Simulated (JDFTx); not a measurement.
Runs of JDFTx 1.7.0 (patched build) on HfN. The structure is cubic, space group Fm-3m (No. 225). Conventional cell: a = 4.512 Å, b = 4.512 Å, c = 4.512 Å, α = 90.00°, β = 90.00°, γ = 90.00°. Hf (site symmetry m-3m) has 6 N at 2.26 Å as nearest neighbours. N (site symmetry m-3m) is surrounded by 6 Hf at 2.26 Å. 

```csv
task,level,potentials or basis,spin,cell,k mesh,cutoff (eV),max SCF steps,SCF threshold on the energy,solver of the electrons,further solve for the empty bands,band ratio of the Davidson solver,gap on the mesh (eV),pressure (GPa),V0 of scaled cells (Å³/atom),B0 (GPa)
relaxation of cell and atoms,PBE+D3,PseudoDojo-SR-PBE-0.5-standard with smoothed tails,off,relaxed,10 × 10 × 10,1143,100,1e-09 Ha,scf,no,-,none,0.0,-,-
equation of state,RPBE,PseudoDojo-SR-PBE-0.5-standard with smoothed tails,off,as given,10 × 10 × 10,1143,100,1e-09 Ha,scf,-,-,-,-,11.91,254
single point,PBE,PseudoDojo-FR-PBE-0.4-standard with smoothed tails,"SOC, no magnetisation",as given,10 × 10 × 10,1143,100,1e-08 Ha,scf,yes,-,none,6.0,-,-
equation of state,PBEsol,PseudoDojo-SR-PBEsol-0.4.1-standard with smoothed tails,off,as given,10 × 10 × 10,1143,100,1e-09 Ha,scf,-,-,-,-,11.37,287
equation of state,r2SCAN,SG15-PBE-1.2 with smoothed tails,off,as given,8 × 8 × 8,1361,100,1e-09 Ha,scf,-,-,-,-,11.20,298
equation of state,LDA,PseudoDojo-SR-LDA-0.4.1-standard with smoothed tails,off,as given,10 × 10 × 10,1143,100,1e-09 Ha,scf,-,-,-,-,(a),(b)
single point,PBE,PseudoDojo-SR-PBE-0.4.1-standard with smoothed tails,off,as given,10 × 10 × 10,1143,100,1e-09 Ha,scf,yes,-,none,6.0,-,-
```

Alike in all rows: smearing fermi-dirac 0.05 eV.

**Question.** Estimate the missing entries.

**Answer.** (a) 10.99; (b) 311.

Caveats: the potentials were made for another functional, which shifts forces and pressure (some runs); pairwise dispersion overbinds metals, which lowers pressure and volume (some runs).

A k mesh can miss the band edges, and rows without SOC leave out spin-orbit coupling on Hf.

A gap of «none» marks a metal or a gap under the smearing width.
